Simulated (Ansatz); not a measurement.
Equilibrium properties in the fcc structure, computed with PBE in Ansatz (plane waves, PAW datasets (generated hard set); cutoff 700 eV), no spin polarisation, no spin–orbit coupling, Fermi–Dirac smearing of 0.061 eV, k-spacing 0.11 to 0.12 Å⁻¹:

```csv
crystal,a₀ (Å),V₀ (Å³/atom),B₀ (GPa)
Ti,4.113,17.39,108
Mn,3.503,10.74,281
Cu,3.630,11.95,141
Zn,3.929,15.17,69
Br,4.727,26.40,28
Nb,4.219,18.77,164
```

(1) Give the same for Fe, Ru, Ge.

Results:

(1) 
```json
{"crystal": "Fe", "a₀ (Å)": "3.449", "V₀ (Å³/atom)": "10.26", "B₀ (GPa)": "285"}
{"crystal": "Ru", "a₀ (Å)": "3.811", "V₀ (Å³/atom)": "13.83", "B₀ (GPa)": "306"}
{"crystal": "Ge", "a₀ (Å)": "4.279", "V₀ (Å³/atom)": "19.59", "B₀ (GPa)": "63"}
```

Model structures, not the usual forms at ambient conditions (metastable or hypothetical): Ti, Mn, Fe, Zn, Ge, Br, Nb, Ru. The real material (Mn, Fe) is magnetic: without spin this is a model state, and volume, stiffness and gap can lie far from those of the magnetic ground state.
